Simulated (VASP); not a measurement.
Wanted: the native input for a VASP 6.6.1 run.

```
Task                   : relaxation of the atoms
Functional             : LDA
Potentials or basis    : VASP PAW LDA potentials, release 64 (Ca_sv, O)
Cutoff                 : 600 eV
k mesh                 : 10 × 10 × 10
Occupations            : gaussian, width 0.03 eV
Spin                   : no spin polarisation
Further INCAR settings : ALGO = Normal; EDIFF = 1e-07; IBRION = 2; EDIFFG = -0.01; NSW = 40
```

The structure of CaO (Lime) lies in POSCAR:

```
CaO                                     
1.0
    0.0000000000      2.3744018671      2.3744018671
    2.3744018671      0.0000000000      2.3744018671
    2.3744018671      2.3744018671      0.0000000000
  Ca              O             
     1     1
Direct
     0.0000000000000000    0.0000000000000000    0.0000000000000000
     0.5000000000000000    0.5000000000000000    0.5000000000000000
```

The cell isn't the ideal one: a relaxed cell with its volume scaled by 1.02.

These files were run (other wordings do the same):

INCAR

```
SYSTEM = CaO
  PREC = Accurate
  ENCUT = 600
  EDIFF = 1E-7
  ISMEAR = 0
  SIGMA = 0.03
  LREAL = .False.
  LASPH = .True.
  NELM = 80
  ALGO = Normal
  ISIF = 2
  LWAVE = .False.
  LCHARG = .False.
  GGA = CA
  IBRION = 2
  NSW = 40
  EDIFFG = -0.01
```

KPOINTS

```
Automatic mesh
0
Gamma
  10 10 10
  0 0 0
```

Potentials or basis: VASP PAW LDA potentials, release 64 (Ca_sv, O).

The run is started by

```sh
$ cat potpaw_LDA.64/Ca_sv/POTCAR potpaw_LDA.64/O/POTCAR > POTCAR
$ mpirun -np 1 vasp_std > vasp.out
```

It gave:

The pressure after relaxing is -2.4 GPa and the band gap on the k mesh is 3.44 eV, indirect (least direct gap 3.81 eV).

Caveat: the relaxation stopped at its first step, so nothing moved.

Wall time 9 s on 1 thread of Intel(R) Xeon(R) 6975P-C (Granite Rapids), with other jobs on the host, peak memory 0.15 GiB.
